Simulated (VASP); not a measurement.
**Sb under changes of volume**

One of the cells (30.810 Å³/atom); the others are scaled copies at fixed shape and fractional positions:

```
Sb
1.0
     2.16847    1.25196    3.78289
    -2.16847    1.25196    3.78289
     0.00000   -2.50393    3.78289
Sb
2
Direct
  0.76651 0.76651 0.76651
  0.23349 0.23349 0.23349
```

* Program: VASP 6.6.1
* Functional: PBEsol
* Potentials or basis: VASP PAW PBE potentials, release 64 (Sb)
* Cutoff: 520 eV
* k mesh: 8 × 8 × 8
* Occupations: fermi-dirac, width 0.05 eV
* Spin: no spin polarisation

```tsv
volume (Å³/atom)	energy over the lowest point (meV/atom)	pressure (GPa)	largest force (eV/Å)
28.393	23.39	4.4	0.523
28.998	9.76	2.8	0.392
29.602	1.72	1.4	0.270
30.810	0.00	-0.9	0.052
31.414	5.33	-1.9	0.046
32.018	?	?	?
```

Q: What does the run at 32.018 Å³/atom give?

A: Energy over the lowest point 14.22 meV/atom; pressure -2.8 GPa; largest force 0.136 eV/Å.

Worked out: A Birch-Murnaghan fit of order 3 (a polynomial in V^(-2/3)) to the other rows has its minimum at 30.31 Å³/atom with B0 = V·E''(V) = 58 GPa and B' = 4.6 at fixed shape and positions, which overstates the stiffness. It gives 14.21 meV/atom at 32.018 Å³/atom, against the run's 14.22, and -dE/dV = -2.8 GPa, against -2.8.

Energies are extrapolated to zero smearing.

Caveats: the PAW data sets were made with another functional, which shifts forces and pressure a little.
